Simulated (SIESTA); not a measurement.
Crystal: PtS2.

```
CELL_PARAMETERS angstrom
3.54320 0.00000 0.00000
-1.77160 3.06850 0.00000
0.00000 0.00000 5.03880
ATOMIC_POSITIONS crystal
Pt 0.00000 0.00000 0.00000
S 0.66667 0.33333 0.77300
S 0.33333 0.66667 0.22700
```

```yaml
Program: SIESTA 5.4.2
Task: relaxation of cell and atoms
Functional: PBE
Potentials_or_basis: PseudoDojo 0.4 standard (PBE files)
Basis: DZ (energy shift 0.01 Ry)
Grid_cutoff: 800 Ry
Energy_shift: 0.01 Ry
k_mesh: 9 × 9 × 5
Occupations: fermi-dirac, width 0.05 eV
Spin: no spin polarisation
```

At the start: pressure 20.7 GPa; volume 18.26 Å³/atom.

Where does the relaxation end?

Over 14 steps the energy falls by 244.3 meV/atom and the volume is 17.40 Å³/atom (-4.7 %); space group P-3m1 (No. 164, to 0.05 Å).

Step by step:
```csv
step,energy change (eV),largest force (eV/Å),pressure (GPa),volume (Å³)
1,0.0000,3.0581,20.74,54.78
2,-0.3875,1.7369,9.68,56.66
3,-0.5624,0.4781,-0.28,58.68
4,-0.5721,0.2609,-1.88,58.89
5,-0.5805,0.1194,-2.83,58.76
6,-0.6038,0.1477,-4.34,57.80
7,-0.6360,0.5027,-4.88,55.38
8,-0.6575,0.5056,-3.38,54.00
9,-0.6878,0.0924,1.00,52.39
10,-0.6929,0.0029,1.33,52.41
11,-0.7151,0.2067,2.06,52.16
12,-0.7295,0.1901,1.30,52.05
13,-0.7325,0.0624,0.46,52.07
14,-0.7328,0.0116,0.00,52.20
```

Final structure:
```
Pt S
1.0
     3.63693   -0.00001   -0.00001
    -1.81848    3.14966    0.00001
    -0.00001    0.00001    4.55719
Pt S
1 2
Direct
  0.00000 0.00000 0.00000
  0.66667 0.33333 0.72001
  0.33333 0.66667 0.27999
```

Caveat: the basis has no polarisation orbitals; semicore shells carry a single zeta, which can move pressures by several GPa and volumes by a few percent; the basis of atomic orbitals isn't converged, which shifts pressures, moduli and gaps.
